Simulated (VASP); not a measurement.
# InAs (F-43m) in VASP: a series of runs

InAs is run at these levels: PBE; tasks: single point.

All numbers are computed with VASP 6.6.1; they aren't measurements. Logs are shortened: lines on timing, memory, paths and dates and some standing lists are left out, and cuts for length are marked.

**What was measured.**

A printed reference work, data compilation reports, for a bulk crystal of InAs at 4.2 K: band gap 0.418 eV (direct).

How close the calculation comes is told below.

## 1. The cell of the first run

Symmetry: F-43m, No. 216, cubic system. The conventional cell has a = 6.146 Å, b = 6.146 Å, c = 6.146 Å, α = 90.00°, β = 90.00°, γ = 90.00°. In (site symmetry -43m) has 4 As at 2.66 Å within 3.5 Å. Within 3.5 Å of As (site symmetry -43m) lie 4 In at 2.66 Å.

## 2. Single point, PBE (volume scaled by 0.98)

Contents of INCAR:

```
ALGO     = Normal         # electronic algorithm
EDIFF    = 1E-7           # SCF threshold, eV
ENCUT    = 520            # plane-wave cutoff, eV
GGA      = PE             # functional
ISIF     = 2              # what is computed and relaxed
ISMEAR   = -1             # smearing method
LASPH    = T              # aspherical terms in the spheres
LCHARG   = F              # write CHGCAR
LREAL    = F              # projectors in reciprocal space
LWAVE    = F              # write WAVECAR
NBANDS   = 16             # bands
NELM     = 100            # most SCF steps
PREC     = Accurate       # precision mode
SIGMA    = 0.15           # smearing width, eV
```

Contents of KPOINTS:

```
k-points
0
Gamma
  12 12 12
```

Contents of POSCAR:

```
InAs
1.0
    0.0000000000      3.0730165542      3.0730165542
    3.0730165542      0.0000000000      3.0730165542
    3.0730165542      3.0730165542      0.0000000000
In As
1 1
Direct
    0.0000000000      0.0000000000      0.0000000000
    0.7500000000      0.7500000000      0.7500000000
```

Potentials or basis: VASP PAW PBE potentials, release 64 (In_d, As).

On the command line:

```bash
> cat potpaw_PBE.64/In_d/POTCAR potpaw_PBE.64/As/POTCAR > POTCAR
> mpirun -np 1 vasp_std > vasp.out
```

OUTCAR:

```text
EDIFF = 1E-7
   ENCUT = 520
   GGA = PE
   ISIF = 2
   ISMEAR = -1
   LASPH = T
   LREAL = F
   NELM = 100
   PREC = Accurate

 ion  position               nearest neighbor table
   1  0.000  0.000  0.000-   2 2.66   2 2.66   2 2.66   2 2.66
   2  0.750  0.750  0.750-   1 2.66   1 2.66   1 2.66   1 2.66

  LATTYP: Found a face centered cubic cell.
 ALAT       =     6.1460331084

  Lattice vectors:

 A1 = (   0.0000000000,   3.0730165542,   3.0730165542)
 A2 = (   3.0730165542,   0.0000000000,   3.0730165542)
 A3 = (   3.0730165542,   3.0730165542,   0.0000000000)

Analysis of symmetry for initial positions (statically):
=====================================================================
 Subroutine PRICEL returns:
 Original cell was already a primitive cell.

 Routine SETGRP: Setting up the symmetry group for a
 face centered cubic supercell.

 Subroutine GETGRP returns: Found 24 space group operations
 (whereof 24 operations were pure point group operations)
 out of a pool of 48 trial point group operations.

The static configuration has the point symmetry T_d .

Analysis of symmetry for dynamics (positions and initial velocities):
=====================================================================
 Subroutine PRICEL returns:
 Original cell was already a primitive cell.

 Routine SETGRP: Setting up the symmetry group for a
 face centered cubic supercell.

 Subroutine GETGRP returns: Found 24 space group operations
 (whereof 24 operations were pure point group operations)
 out of a pool of 48 trial point group operations.

The dynamic configuration has the point symmetry T_d .

 Subroutine INISYM returns: Found 24 space group operations
 (whereof 24 operations are pure point group operations),
 and found     1 'primitive' translations

----------------------------------------------------------------------------------------

                                     Primitive cell

  volume of cell :      58.0396

  direct lattice vectors                    reciprocal lattice vectors
     0.000000000  3.073016554  3.073016554    -0.162706576  0.162706576  0.162706576
     3.073016554  0.000000000  3.073016554     0.162706576 -0.162706576  0.162706576
     3.073016554  3.073016554  0.000000000     0.162706576  0.162706576 -0.162706576

  length of vectors
     4.345901688  4.345901688  4.345901688     0.281816055  0.281816055  0.281816055

  position of ions in fractional coordinates (direct lattice)
     0.000000000  0.000000000  0.000000000
     0.750000000  0.750000000  0.750000000

  ion indices of the primitive-cell ions
   primitive index   ion index
                 1           1
                 2           2

----------------------------------------------------------------------------------------

 KPOINTS: k-points

Automatic generation of k-mesh.
 Grid dimensions read from file:
 generate k-points for:   12   12   12

 Generating k-lattice:

  Cartesian coordinates                     Fractional coordinates (reciprocal lattice)
    -0.013558881  0.013558881  0.013558881     0.083333333  0.000000000  0.000000000
     0.013558881 -0.013558881  0.013558881     0.000000000  0.083333333  0.000000000
     0.013558881  0.013558881 -0.013558881     0.000000000  0.000000000  0.083333333

  Length of vectors
     0.023484671  0.023484671  0.023484671

  Shift w.r.t. Gamma in fractional coordinates (k-lattice)
     0.000000000  0.000000000  0.000000000

 Subroutine IBZKPT returns following result:
 ===========================================

 Found     72 irreducible k-points:

 Following reciprocal coordinates:
            Coordinates               Weight
  0.000000  0.000000  0.000000      1.000000
  0.083333  0.000000  0.000000      8.000000
  0.166667  0.000000  0.000000      8.000000
  0.250000  0.000000  0.000000      8.000000
  0.333333  0.000000  0.000000      8.000000
  0.416667  0.000000  0.000000      8.000000
[... 16 lines left out ...]
  0.500000  0.166667  0.000000     24.000000
 -0.416667  0.166667  0.000000     24.000000
 [... further k-points ...]
   k-points           NKPTS =     72   k-points in BZ     NKDIM =     72   number of bands    NBANDS=     16
   number of dos      NEDOS =    301   number of ions     NIONS =      2
   total plane-waves  NPLWV =  32768
   dimension x,y,z NGX =    32 NGY =   32 NGZ =   32
   dimension x,y,z NGXF=    64 NGYF=   64 NGZF=   64
   ions per type =               1   1
   NGX,Y,Z   is equivalent  to a cutoff of  12.24, 12.24, 12.24 a.u.
   NGXF,Y,Z  is equivalent  to a cutoff of  24.48, 24.48, 24.48 a.u.
 SYSTEM =  unknown system
   PREC   = accura    normal or accurate (medium, high low for compatibility)
   ISTART =      0    job   : 0-new  1-cont  2-samecut
   ICHARG =      2    charge: 1-file 2-atom 10-const
   ISPIN  =      1    spin polarized calculation?
   LNONCOLLINEAR =      F non collinear calculations
   LSORBIT =      F    spin-orbit coupling
   LASPH  =      T    aspherical Exc in radial PAW
   ENCUT  =  520.0 eV  38.22 Ry    6.18 a.u.   8.08  8.08  8.08*2*pi/ulx,y,z
   NELM   =    100;   NELMIN=  2; NELMDL= -5     # of ELM steps
   EDIFF  = 0.1E-06   stopping-criterion for ELM
   LREAL  =      F    real-space projection
   EDIFFG = 0.1E-05   stopping-criterion for IOM
   NSW    =      0    number of steps for IOM
   IBRION =     -1    ionic relax: 0-MD 1-quasi-New 2-CG
   NFREE  =      0    steps in history (QN), initial steepest desc. (CG)
   ISIF   =      2    stress and relaxation
   ISYM   =      2    0-nonsym 1-usesym 2-fastsym
   POTIM  = 0.5000    time-step for ionic-motion
   TEBEG  =    0.0;   TEEND  =   0.0 temperature during run
   PSTRESS=    0.0 pullay stress
   NELECT =      18.0000    total number of electrons
   NUPDOWN=      -1.0000    fix difference up-down
   EMIN   =  10.00;   EMAX   =-10.00  energy-range for DOS
   EFERMI =   0.00;   METHOD = LEGACY
   ISMEAR =    -1;   SIGMA  =   0.15  broadening in eV -4-tet -1-fermi 0-gaus
   EFERMI_NEDOS =   21; number of points for ismear=-14 and -15
   IALGO  =     38    algorithm
   IMIX   =      4    mixing-type and parameters
     AMIX     =   0.40;   BMIX     =  1.00
     AMIX_MAG =   1.60;   BMIX_MAG =  1.00
  volume/ion in A,a.u.               =      29.02       195.84
  Fermi-wavevector in a.u.,A,eV,Ry     =   1.108130  2.094062 16.707307  1.227952
  Thomas-Fermi vector in A             =   2.244653
   LORBIT       =      0    0 simple, 1 ext, 2 COOP (PROOUT), +10 PAW based schemes
   GGA     = PE    functional components
[... 5 lines left out ...]
 non-spin polarized calculation
  energy-cutoff  :      520.00
  volume of cell :       58.04
 maximum number of plane-waves:      1588
   NGX = 17   NGY = 17   NGZ = 17

 number of electron      18.0000004 magnetization

 Free energy of the ion-electron system (eV)
  ---------------------------------------------------
  ext. energy  EPLUGINS =         0.00000000
  ---------------------------------------------------
  free energy    TOTEN  =        -7.71683150 eV

  energy without entropy =       -7.71293689  energy(sigma->0) =       -7.71488419

 E-fermi :   4.3982     XC(G=0):  -8.8812

 val. band max:        4.0264475257   @ k =   0.0000   0.0000   0.0000
 cond. band min:       4.7040515373   @ k =   0.0833   0.0000   0.0000
 fundamental gap:      0.6776040116
 Fermi energy:         4.3982252966

 k-point     1 :       0.0000    0.0000    0.0000
  band No.  band energies     occupation
      1     -10.2718      2.00000
      2     -10.2718      2.00000
      3     -10.2718      2.00000
      4     -10.1650      2.00000
      5     -10.1650      2.00000
      6      -7.5311      2.00000
[... 8 lines left out ...]
     15      13.5825      0.00000
     16      13.5825      0.00000

 k-point     2 :       0.0833    0.0000    0.0000
  band No.  band energies     occupation
      1     -10.2792      2.00000
      2     -10.2696      2.00000
      3     -10.2696      2.00000
      4     -10.1651      2.00000
      5     -10.1651      2.00000
      6      -7.4648      2.00000
[... 8 lines left out ...]
     15      13.0469      0.00000
     16      13.0469      0.00000

 k-point     3 :       0.1667    0.0000    0.0000
  band No.  band energies     occupation
      1     -10.2989      2.00000
      2     -10.2636      2.00000
      3     -10.2636      2.00000
      4     -10.1650      2.00000
      5     -10.1650      2.00000
      6      -7.2734      2.00000
[... 8 lines left out ...]
     15      12.5624      0.00000
     16      12.5624      0.00000

 k-point     4 :       0.2500    0.0000    0.0000
  band No.  band energies     occupation
      1     -10.3246      2.00000
      2     -10.2563      2.00000
      3     -10.2563      2.00000
      4     -10.1639      2.00000
      5     -10.1639      2.00000
      6      -6.9810      2.00000
[... 8 lines left out ...]
     15      12.5199      0.00000
     16      12.5199      0.00000

 k-point     5 :       0.3333    0.0000    0.0000
  band No.  band energies     occupation
      1     -10.3491      2.00000
      2     -10.2501      2.00000
      3     -10.2501      2.00000
      4     -10.1617      2.00000
      5     -10.1617      2.00000
      6      -6.6373      2.00000
[... 8 lines left out ...]
     15      13.0016      0.00000
     16      13.0016      0.00000

 k-point     6 :       0.4167    0.0000    0.0000
  band No.  band energies     occupation
      1     -10.3664      2.00000
      2     -10.2464      2.00000
      3     -10.2464      2.00000
      4     -10.1593      2.00000
      5     -10.1593      2.00000
      6      -6.3347      2.00000
[... 8 lines left out ...]
     15      13.8804      0.00000
     16      13.8804      0.00000
[... 267 lines left out ...]
 k-point    21 :       0.3333    0.1667    0.0000
  band No.  band energies     occupation
      1     -10.3561      2.00000
      2     -10.2433      2.00000
      3     -10.2400      2.00000
      4     -10.1747      2.00000
      5     -10.1562      2.00000
      6      -6.6701      2.00000
[... 8 lines left out ...]
     15      13.9512      0.00000
     16      14.0288      0.00000

 k-point    22 :       0.4167    0.1667    0.0000
  band No.  band energies     occupation
      1     -10.3721      2.00000
      2     -10.2404      2.00000
      3     -10.2354      2.00000
      4     -10.1724      2.00000
      5     -10.1552      2.00000
      6      -6.3482      2.00000
[... 8 lines left out ...]
     15      13.9753      0.00000
     16      14.6352      0.00000

 k-point    23 :       0.5000    0.1667    0.0000
  band No.  band energies     occupation
      1     -10.3809      2.00000
      2     -10.2395      2.00000
      3     -10.2338      2.00000
      4     -10.1683      2.00000
      5     -10.1563      2.00000
      6      -6.1090      2.00000
[... 8 lines left out ...]
     15      14.2479      0.00000
     16      14.7046      0.00000

 k-point    24 :      -0.4167    0.1667    0.0000
  band No.  band energies     occupation
      1     -10.3806      2.00000
      2     -10.2399      2.00000
      3     -10.2351      2.00000
      4     -10.1642      2.00000
      5     -10.1597      2.00000
      6      -6.0721      2.00000
[... 8 lines left out ...]
     15      13.5809      0.00000
     16      14.0099      0.00000

 [... further k-points ...]
[... 5 lines left out ...]
  --------------------------------------------------------------------------------------
  -------------------------------------------------------------------------------------
  Total        0.3879920      0.3879920      0.3879920     -0.0000000      0.0000000      0.0000000
  in kB       10.7104721     10.7104721     10.7104721     -0.0000000      0.0000000      0.0000000
  external PRESSURE =      10.7104721 kB  Pullay stress =       0.0000000 kB

 VOLUME and BASIS-vectors are now :
 -----------------------------------------------------------------------------
  energy-cutoff  :      520.00
  volume of cell :       58.04
      direct lattice vectors                 reciprocal lattice vectors
     0.000000000  3.073016554  3.073016554    -0.162706576  0.162706576  0.162706576
     3.073016554  0.000000000  3.073016554     0.162706576 -0.162706576  0.162706576
     3.073016554  3.073016554  0.000000000     0.162706576  0.162706576 -0.162706576

 POSITION                                       TOTAL-FORCE (eV/Angst)
 -----------------------------------------------------------------------------------
      0.00000      0.00000      0.00000         0.000000      0.000000      0.000000
      4.60952      4.60952      4.60952        -0.000000     -0.000000     -0.000000
 -----------------------------------------------------------------------------------
    total drift:                                0.000000      0.000000      0.000000

  FREE ENERGIE OF THE ION-ELECTRON SYSTEM (eV)
  ---------------------------------------------------
  free  energy   TOTEN  =        -7.7168314998 eV

  energy  without entropy=       -7.7129368855  energy(sigma->0) =       -7.71488419
```

It took 42 s on 1 thread of Intel Xeon Platinum 8375C at 2.90GHz (Ice Lake), shared host; peak memory 0.22 GiB.

What came out:

```yaml
Free_energy: -7.7168 eV
Pressure: 1.1 GPa
Band_gap_on_the_k_mesh: zero (filled and empty bands touch)
```

Caveat: the cell differs from its parent crystal (volume scaled by 0.98); spin-orbit coupling is left out, which moves the levels of the heavy elements.

## 3. Single point, PBE

This run uses another cell than the first one, of 29.61 Å³/atom, 1.020 times its volume.

Contents of INCAR:

```
SYSTEM = InAs
PREC = Accurate
ENCUT = 520
EDIFF = 1E-6
ISMEAR = -1
SIGMA = 0.15
LREAL = .False.
LASPH = .True.
NELM = 80
ALGO = Normal
ISIF = 2
LWAVE = .False.
LCHARG = .True.
GGA = PE
LELF = .True.
LVHAR = .True.
NBANDS = 16
```

Contents of KPOINTS:

```
regular mesh
0
Gamma
  12 12 12
  0 0 0
```

Contents of POSCAR:

```
InAs
1.0
    0.0000000000      3.0937808094      3.0937808094
    3.0937808094      0.0000000000      3.0937808094
    3.0937808094      3.0937808094      0.0000000000
In As
1 1
Direct
    0.0000000000      0.0000000000      0.0000000000
    0.7500000000      0.7500000000      0.7500000000
```

Potentials or basis: VASP PAW PBE potentials, release 64 (In_d, As).

On the command line:

```bash
> cat potpaw_PBE.64/In_d/POTCAR potpaw_PBE.64/As/POTCAR > POTCAR
> mpirun -np 1 vasp_std > vasp.out
```

It took 56 s on 1 thread of Intel Xeon Platinum 8375C at 2.90GHz (Ice Lake), shared host; peak memory 0.24 GiB.

Results (log left out):

| Property | Result |
| --- | --- |
| Free energy | -7.7210 eV |
| Pressure | 0.0 GPa |
| Band gap on the k mesh | zero (filled and empty bands touch) |

Levels at points of the mesh, in eV from the Fermi level:
```tsv
k point	band 5	band 6	band 7	band 8	band 9	band 10	band 11	band 12	band 13	band 14
(0.00, 0.00, 0.00)	-14.52	-11.79	-0.90	-0.36	-0.36	-0.36	3.52	3.52	3.52	6.92
(0.50, 0.00, 0.00)	-14.51	-10.53	-5.79	-1.25	-1.25	0.46	4.28	4.28	6.40	8.34
(0.50, 0.50, 0.00)	-14.50	-10.06	-5.91	-2.46	-2.46	1.30	1.68	8.40	8.44	8.44
```

Caveat: spin-orbit coupling is left out, which moves the levels of the heavy elements.

## 4. Single point, PBE (volume scaled by 1.02)

Contents of INCAR:

```
  PREC = Accurate
  ENCUT = 520
  EDIFF = 1E-6
  ISMEAR = -1
  SIGMA = 0.15
  LREAL = False
  LASPH = True
  NELM = 100
  ALGO = Normal
  ISIF = 2
  LWAVE = False
  LCHARG = True
  GGA = PE
  LELF = True
  LVHAR = True
  NBANDS = 16
```

Contents of KPOINTS:

```
regular mesh
0
Gamma
  12 12 12
```

Contents of POSCAR:

```
InAs
1.0
    0.0000000000      3.1142700212      3.1142700212
    3.1142700212      0.0000000000      3.1142700212
    3.1142700212      3.1142700212      0.0000000000
In As
1 1
Direct
    0.0000000000      0.0000000000      0.0000000000
    0.7500000000      0.7500000000      0.7500000000
```

On the command line:

```bash
> cat potpaw_PBE.64/In_d/POTCAR potpaw_PBE.64/As/POTCAR > POTCAR
> mpirun -np 1 vasp_std > vasp.out
```

Wall time 53 s (1 thread of Intel Xeon Platinum 8375C at 2.90GHz (Ice Lake), shared host); peak memory 0.24 GiB.

It converged, with:

```yaml
Free_energy: -7.7181 eV
Pressure: -0.9 GPa
Band_gap_on_the_k_mesh: zero (filled and empty bands touch)
```

Levels at points of the mesh, in eV from the Fermi level:
```
           k point  band 5  band 6  band 7  band 8  band 9  band 10  band 11  band 12  band 13  band 14
(0.00, 0.00, 0.00)  -14.48  -11.67   -0.98   -0.34   -0.34    -0.34     3.52     3.52     3.52     6.87
(0.50, 0.00, 0.00)  -14.48  -10.46   -5.68   -1.21   -1.21     0.43     4.28     4.28     6.37     8.26
(0.50, 0.50, 0.00)  -14.47  -10.01   -5.82   -2.38   -2.38     1.34     1.69     8.29     8.32     8.32
```

Caveat: the cell differs from its parent crystal (volume scaled by 1.02); spin-orbit coupling is left out, which moves the levels of the heavy elements.

## 5. Overview

| cell | gap on the mesh (eV) | pressure (GPa) |
| --- | --- | --- |
| a = 4.346 Å, angles 60.0°, 2 atoms | none | 1.1 |
| a = 4.375 Å, angles 60.0°, 2 atoms | none | 0.0 |
| a = 4.404 Å, angles 60.0°, 2 atoms | none | -0.9 |

Alike in all rows: task single point; level PBE; potentials or basis VASP PAW PBE potentials, release 64 (In_d, As); no spin polarisation; k mesh 12 × 12 × 12; cutoff (eV) 520; smearing fermi-dirac 0.15 eV.

Caveats: spin-orbit coupling is left out, which moves the levels of the heavy elements.

Total energies depend on the potentials used, so only differences within one code and one set of settings carry meaning.

## 6. How close it comes

Step 3. Measured gap of InAs: 0.418 eV (direct; 4.2 K; a printed reference work, data compilation). This calculation gives 0.00 eV (-0.42 eV). Spin-orbit coupling on As, In is left out. The value is that of PBE on a finite k mesh, which can miss the band edges, without temperature or zero-point motion. Semilocal functionals fall short of measured gaps as a rule.
